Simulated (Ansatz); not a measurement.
Runs of Ansatz 0.2.0 on CoPdO2. Symmetry: R-3m, No. 166, trigonal system. Conventional cell: a = 2.863 Å, b = 2.863 Å, c = 17.873 Å, α = 90.00°, β = 90.00°, γ = 120.00°. Pd (site symmetry -3m) is surrounded by 2 O at 2.01 Å. Co (site symmetry -3m) is surrounded by 6 O at 1.92 Å. O (site symmetry 3m) has 3 Co at 1.92 Å and 1 Pd at 2.01 Å as nearest neighbours. The cell is a database's computed one.

```csv
fixed moment (μB),pressure (GPa),moment (μB),largest force (eV/Å)
3.0,(c),3.00,1.55
1.0,2.9,1.00,0.25
4.0,(b),4.00,2.26
0.5,(a),0.50,0.25
2.5,11.9,2.50,1.07
```

Alike in all rows: task single point; level PBE; potentials or basis Ansatz PAW; spin collinear, ferromagnetic start; cell as given; k mesh 9 × 9 × 9; cutoff (eV) 420; smearing fermi-dirac 0.05 eV.

Question: Fill in the values left out.

Answer: (a) 0.7; (b) 19.9; (c) 14.6.

Caveats: the total moment is fixed, so each spin has its own Fermi level; a cell with one magnetic atom can't hold antiferromagnetic order, which such compounds often take; the thresholds are loose for stress; forces of over 1 eV/Å show positions far from the minimum, so gaps and moduli don't describe the material at rest (some runs).
